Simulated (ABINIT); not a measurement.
A run of ABINIT 10.8.3 (patched build) is set up as follows.

run.abi

```
# Datasets: one volume each
ndtset 7
getwfk -1
scalecart1 3*0.9795861087
scalecart2 3*0.9864848297
scalecart3 3*0.9932883884
scalecart4 3*1.0000000000
scalecart5 3*1.0066227096
scalecart6 3*1.0131594038
scalecart7 3*1.0196128224

# Pseudopotentials
pp_dirpath "./"
pseudos "Au.GGA_PBE-JTH.xml"

# Structure
acell 5.4384893002 5.4384893002 5.4384893002
rprim
     0.0000000000     0.7071067812     0.7071067812
     0.7071067812     0.0000000000     0.7071067812
     0.7071067812     0.7071067812     0.0000000000
ntypat 1
znucl 79
natom 1
typat 1
xred
     0.0000000000     0.0000000000     0.0000000000

# Plane-wave basis
ecut 25.0
pawecutdg 47.0

# k points
kptopt 1
ngkpt 11 11 11
nshiftk 1
shiftk 0.0 0.0 0.0

# Exchange and correlation
ixc -106132
vdw_xc 7

# Bands and occupations
nband 10
occopt 3
tsmear 0.05 eV

# SCF cycle
nstep 100
tolvrs 1.0e-9

# Output
iomode 3
prtwf 1
prtden 0
prteig 0
prtebands 0
enunit 1
```

Potentials or basis: JTH PAW PBE v2.0.

Launch:

```console
$ abinit run.abi > log 2>&1
```

(1) What does it give for the equilibrium volume?

(2) What does it give for the pressure derivative of the bulk modulus?

(3) Estimate the bulk modulus.

## Answers

(1) 16.57 Å³/atom.

(2) 5.9.

(3) 194 GPa.

Caveat: pressures at fixed basis lie under the slope of the energies; the PAW data sets were made with another functional, which shifts forces and pressure a little.

**What was measured.**

“Exploring toroidal anvil profiles for larger sample volumes above 4 Mbar”, 2024, pmc:11102561 quotes, for a bulk crystal of Au: bulk modulus 167 GPa.

A measured bulk modulus of Au is 167 GPa (quoted in “Exploring toroidal anvil profiles for larger sample volumes above 4 Mbar”, 2024, pmc:11102561); the calculated 194 GPa misses it by +16.2 %. The fit is for a static lattice scaled at fixed shape and fixed fractional positions.
